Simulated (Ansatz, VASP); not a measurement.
One calculation of Cu3Au, two programs

Contents of INCAR:

```
SYSTEM = Cu3Au
PREC     = Accurate       ! precision mode
ENCUT    = 520            ! plane-wave cutoff, eV
EDIFF    = 1E-8           ! SCF threshold, eV
ISMEAR   = -1             ! smearing method
SIGMA    = 0.08           ! smearing width, eV
LREAL    = .FALSE.        ! projectors in reciprocal space
LASPH    = .TRUE.         ! aspherical terms in the spheres
NELM     = 100            ! most SCF steps
ALGO     = Normal         ! electronic algorithm
ISIF     = 2              ! what is computed and relaxed
LWAVE    = .FALSE.        ! write WAVECAR
LCHARG   = .FALSE.        ! write CHGCAR
GGA      = PE             ! functional
LEFG     = .TRUE.       
NBANDS   = 30             ! bands
```

The input KPOINTS:

```
regular mesh
0
G
  10 10 10
  0 0 0
```

Contents of POSCAR:

```
Cu3Au
1.0
    3.7400000000      0.0000000000      0.0000000000
    0.0000000000      3.7400000000      0.0000000000
    0.0000000000      0.0000000000      3.7400000000
Cu Au
3 1
Direct
    0.0000000000      0.5000000000      0.5000000000
    0.5000000000      0.0000000000      0.5000000000
    0.5000000000      0.5000000000      0.0000000000
    0.0000000000      0.0000000000      0.0000000000
```

Input for Ansatz:

```yaml
crystal:
  lattice:
    - [3.74, 0.0, 0.0]
    - [0.0, 3.74, 0.0]
    - [0.0, 0.0, 3.74]
  atoms:
    - { symbol: Cu, position: [0.0, 0.5, 0.5] }
    - { symbol: Cu, position: [0.5, 0.0, 0.5] }
    - { symbol: Cu, position: [0.5, 0.5, 0.0] }
    - { symbol: Au, position: [0.0, 0.0, 0.0] }
kpoints:
  mp_grid: { grid: [10, 10, 10] }
  band_path:
    path:
      - [0.0, 0.0, 0.0]
      - [0.0, 0.5, 0.0]
      - [0.5, 0.5, 0.0]
      - [0.0, 0.0, 0.0]
      - [0.5, 0.5, 0.5]
      - [0.0, 0.5, 0.0]
      - [0.5, 0.5, 0.5]
      - [0.5, 0.5, 0.0]
    npoints: 8
scf:
  occupations: { method: fermi_dirac, width: 0.08 }
hamiltonian:
  xc: pbe
  pseudopotentials: { kind: paw }
output:
  forces: true
  stress: true
  eigenvalues: true
  efg: { contact_densities: true }
  populations: true
  bader: true
  dos: { projected: true, de: 0.2, e_range: [-14, 8] }
```

Alike in both runs: task electric field gradients; functional PBE; k mesh 10 × 10 × 10; occupations fermi-dirac, width 0.08 eV; no spin polarisation.

|  | VASP | Ansatz |
| --- | --- | --- |
| version | VASP 6.6.1 | Ansatz 0.2.0 |
| potentials or method | VASP PAW PBE potentials, release 64 (Cu, Au) | PAW with Ansatz's default frozen-core files, scalar-relativistic |
| plane-wave cutoff (eV) | 520 | 420 |
| valence electrons in the cell | 44 | 76 |

|  | VASP | Ansatz | Ansatz less VASP |
| --- | --- | --- | --- |
| pressure (GPa) | 5.2 | 4.9 | -0.21 |
| Vzz of the field gradient on the site that differs most (V/Å²) | 18.2 | 14.9 | -3.25 |

The two sets of potentials don't hold the same shells in valence. Ansatz warned: «gradients_without_spin_orbit».

The runs have no spin-orbit coupling, so splittings on Au are missing.
